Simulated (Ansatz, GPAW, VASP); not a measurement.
## SnTe: programs and potentials compared

```xyz
2
Lattice="0.0000 3.1509 3.1509 3.1509 0.0000 3.1509 3.1509 3.1509 0.0000" Properties=species:S:1:pos:R:3 pbc="T T T"
Te    3.1509    3.1509    3.1509
Sn    0.0000    0.0000    0.0000
```

Alike in all runs: task single point; functional RPBE; k mesh 7 × 7 × 7; occupations gaussian, width 0.02 eV; no spin polarisation; no spin-orbit coupling. Pressure is positive in compression and, in plane waves, holds the error of the finite cutoff.

```csv
program and potentials,plane-wave cutoff (eV),notes,pressure (GPa)
"VASP, PBE PAW files Sn_d, Te, 520 eV",520,potentials made for PBE,3.63
"Ansatz, all-electron LAPW, scalar-relativistic",-,-,3.66
"GPAW, the program's PAW data sets (release 1.2.1) made for this functional",600,-,3.39
```

The pressure spans 3.39 (GPAW, the program's PAW data sets (release 1.2.1) made for this functional) to 3.66 GPa (Ansatz, all-electron LAPW, scalar-relativistic), with all-electron results at 3.66.

The functional is the same throughout but for its coding, so the spread measures potentials, basis and numerics; runs on potential files found faulty are left out.

All three runs put the rock-salt cell under compression, so RPBE would expand SnTe beyond this volume, which lies close to the measured one. This is the expected behaviour of the functional: its exchange enhancement rises more steeply with the reduced density gradient than that of PBE, which favours inhomogeneous densities, weakens bonding and lengthens bonds. The shared sign and similar size of the pressure suggest that the expansion comes from the functional rather than from the treatment of the cores.

VASP nearly reproduces the all-electron pressure, although its potentials were made for PBE, while GPAW, with data sets made for RPBE, lies lower. Matching the potential to the functional is therefore no guarantee of closer agreement here; data-set construction or residual basis error may matter more, but the three runs can't separate them. Nor does the pressure settle whether RPBE favours the polar distortion known in SnTe at low temperature, since the ions sit at inversion centres where forces vanish by symmetry.
